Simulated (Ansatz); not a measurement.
**ZnO: one input, then a changed one**

The structure comes from a relaxation in the same program, started in the wurtzite type, and has space group P6_3mc. Whether it is a known phase or the ground state wasn't checked.

First run: DFT, PBE, all-electron PAW with datasets made for the crystal, scalar-relativistic (Ansatz 0.2.0).

Command: `ansatz run input.yaml --threads 1 --pin off --max-ram 3072MiB --backend cpu --events-out ev --progress --plain --runs-dir out` The run took 40 s on 1 thread of Intel(R) Xeon(R) 6975P-C (Granite Rapids), with other jobs on the host, peak memory 0.97 GiB.

```yaml
crystal:
  lattice:
    - [3.2792607755, 0.0, 0.0]
    - [-1.6396303878, 2.8399231372, 0.0]
    - [0.0, 0.0, 5.293867346]
  atoms:
    - { symbol: Zn, position: [0.3333333333, 0.6666666667, -0.0015194259] }
    - { symbol: Zn, position: [0.6666666667, 0.3333333333, 0.4984805741] }
    - { symbol: O, position: [0.3333333333, 0.6666666667, 0.3775194259] }
    - { symbol: O, position: [0.6666666667, 0.3333333333, 0.8775194259] }
kpoints:
  mp_grid: { grid: [12, 12, 7] }
  band_path:
    path:
      - [0.0, 0.0, 0.0]
      - [0.5, 0.0, 0.0]
      - [0.3333333333, 0.3333333333, 0.0]
      - [0.0, 0.0, 0.0]
      - [0.0, 0.0, 0.5]
      - [0.5, 0.0, 0.5]
      - [0.3333333333, 0.3333333333, 0.5]
      - [0.0, 0.0, 0.5]
      - [0.5, 0.0, 0.5]
    npoints: 8
scf:
  occupations: { method: fermi_dirac, width: 0.08 }
hamiltonian:
  xc: pbe
  pseudopotentials: { kind: all_electron, datasets: crystal }
output:
  forces: true
  stress: true
  eigenvalues: true
  efg: { contact_densities: true }
```

Result: converged; pressure -0.08 GPa; gap on the k mesh 0.76 eV (the mesh can miss the band edges); 10 SCF iterations.

The input is then changed:

```diff
@@ -25,6 +25,7 @@
 scf:
   occupations: { method: fermi_dirac, width: 0.08 }
+  lower_state_search: "off"
 hamiltonian:
-  xc: pbe
+  xc: pbesol
   pseudopotentials: { kind: all_electron, datasets: crystal }
 output:
```

(1) What does the second run give?

## Answers

(1) It converged; pressure -6.02 GPa; gap on the k mesh 0.65 eV (the mesh can miss the band edges); 10 SCF iterations.
